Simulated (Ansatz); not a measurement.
# ZrO$_{2}$ under pressure: fit and missing row

ZrO$_{2}$, Fm-3m, a = 5.064 Å. This isn't the usual stable structure of the compound. Ansatz: PBEsol, PAW, 420 eV, Γ-centred 8×8×8 mesh on 3 atoms, Gaussian smearing 0.02 eV; no spin polarisation. Cell and atoms are relaxed at each pressure, and no other structure is tried, so the rows at high pressure may lie past a change of phase.

| V (Å³/atom) | P (GPa) |
| --- | --- |
| ? | 40.02 |
| 10.112 | 19.94 |
| 10.437 | 9.98 |
| 10.618 | 5.06 |
| 10.739 | 2.00 |
| 10.822 | 0.00 |
| 10.909 | -2.00 |

Q: Take V0 = 10.822 Å³/atom, fit the third-order Birch–Murnaghan form to the other rows, and predict the missing volume.

A: With the Eulerian strain f = ½[(V0/V)^(2/3) − 1] and y = P/[3f(1 + 2f)^(5/2)], the form is the line y = B0 + 1.5 B0 (B0′ − 4) f. Rows (f, y): 0.02314, 256.5; 0.01222, 256.3; 0.00638, 256.1; 0.00257, 256.1; -0.00266, 254.0. Means f = 0.008330, y = 255.80; Σ(Δf)² = 0.0003922, ΣΔfΔy = 0.02978; the slope is their ratio. y = 255.2 + 75.93 f GPa, so B0 = 255.2 GPa and B0′ = 4 + 2 × (75.93)/(3 × 255.2) = 4.20. P = 40.02 GPa is met at f = 0.04217 (y = 258.40), so V = V0 (1 + 2f)^(−3/2) = 9.584 Å³/atom. The run gave 9.581 Å³/atom, so the fit is 0.003 Å³/atom too high, a small miss on the scale of the series. The form still works here, 92 % of the fitted range beyond its end.